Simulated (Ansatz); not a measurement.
# What a change of settings does to a run on Ti

Structure from Materials Project entry mp-6985 (possibly hypothetical), not relaxed further. The listed cell was then made from it by scaling, straining or moving an atom.

First run: DFT, LDA, all-electron LAPW, scalar-relativistic (Ansatz 0.2.0).

Command: `ansatz run input.yaml --threads 1 --pin off --max-ram 2048MiB --backend cpu --events-out ev --progress --plain --runs-dir out` The run took 6 s on 1 thread of Intel(R) Xeon(R) CPU @ 2.80GHz (Skylake/Cascade Lake), on a shared host, peak memory 0.31 GiB.

```yaml
crystal:
  lattice:
    - [0.0, 2.0268066138, 2.0268066138]
    - [2.0268066138, 0.0, 2.0268066138]
    - [2.0268066138, 2.0268066138, 0.0]
  atoms:
    - { symbol: Ti, position: [0.0, 0.0, 0.0] }
kpoints:
  mp_grid: { grid: [14, 14, 14] }
scf:
  occupations: { method: fermi_dirac, width: 0.03 }
hamiltonian:
  xc: lda
  pseudopotentials: { kind: all_electron, lapw: { basis_error: 0.0005 } }
output:
  forces: true
  stress: true
  eigenvalues: true
```

Result: converged; pressure -4.43 GPa; no gap on the k mesh; 6 SCF iterations.

The input is then changed:

```diff
@@ -13,4 +13,5 @@
   xc: lda
   pseudopotentials: { kind: all_electron, lapw: { basis_error: 0.0005 } }
+  dispersion: d3bj
 output:
   forces: true
```

Task: Predict the outcome of the changed run.

Result: It converged; pressure -10.74 GPa; no gap on the k mesh; 6 SCF iterations.

The results part of its log:

```
SCF 1 converged in 6 iterations: F = -23184.634598 eV  dr2 = 7.43e-10
SCF converged after 6 iterations
Free energy (F): -23184.634598 eV
Harris-Foulkes:  -23184.634598 eV  (|F-HF|=2.20e-9)
Internal energy: -23184.628749 eV  (E = F + TS)
E sigma→0 (E₀):  -23184.631673 eV
Entropy (-TS):   -0.005849 eV (-5.849 meV/atom)
Fermi energy:    14.053098 eV
--- Per-component energies (eV) ---
  E_band       = -144.253249
  E_kinetic    = 23393.678717
  E_xc         = -1097.930444
  E_electrostatic = -45479.748120  (all electrons and nuclei)
  E_disp       = -0.628902  (pairwise vdW)
  E_smearing   = -0.005849  (= −TS)
  E_closure    = 0.000000  (closes the sum)
  E_atoms      = -23176.557099  (free atoms, spherical and without spin; not in F)
  Σ components = -23184.634598   (vs F -23184.634598, Δ=0.00e0)
  Basis errors (estimates in eV, not in F): energy 6.6e-5 per atom: plane waves 4.6e-5 (2.3e-5 summed), levels above the bands 2.8e-120, relativity 2.5e-9, radial functions 2.1e-5, core shells 3.3e-8; eigenvalues (radial functions only) 3.9e-7; not estimated: angular momenta, meshes, grids; target (lapw.basis_error) 5.0e-4; muffin-tin radii Ti 1.433 Å
--- Forces (eV/Å), atoms counted from 1 ---
  atom   1  Ti     0.00000000     0.00000000     0.00000000
  max |Σ_I F_I| component: 2.05e-31 eV/Å
--- Stress (GPa, compression-positive) ---
      -10.742402      -0.000000      -0.000000
       -0.000000     -10.742402       0.000000
       -0.000000       0.000000     -10.742402
  P = ⅓ Tr σ = -10.7424 GPa (-107.424 kbar)
--- Band table (eV; the first three rows and the last of 104) ---
  k-point 0: bands = ["-41.9592", "-18.0755", "-18.0755", "-18.0755", "7.9651", "14.9359", "14.9359", "14.9359", "16.6446", "16.6446"]
  k-point 1: bands = ["-41.9517", "-18.1164", "-18.0806", "-18.0806", "8.1367", "14.8296", "14.9989", "14.9989", "16.6040", "16.6040"]
  k-point 2: bands = ["-41.9306", "-18.2300", "-18.0947", "-18.0947", "8.6302", "14.5590", "15.1427", "15.1427", "16.5370", "16.5370"]
  k-point 103: bands = ["-41.7553", "-18.6376", "-18.5351", "-18.3645", "12.3646", "13.2921", "14.0981", "16.3478", "18.1287", "22.1227"]
```
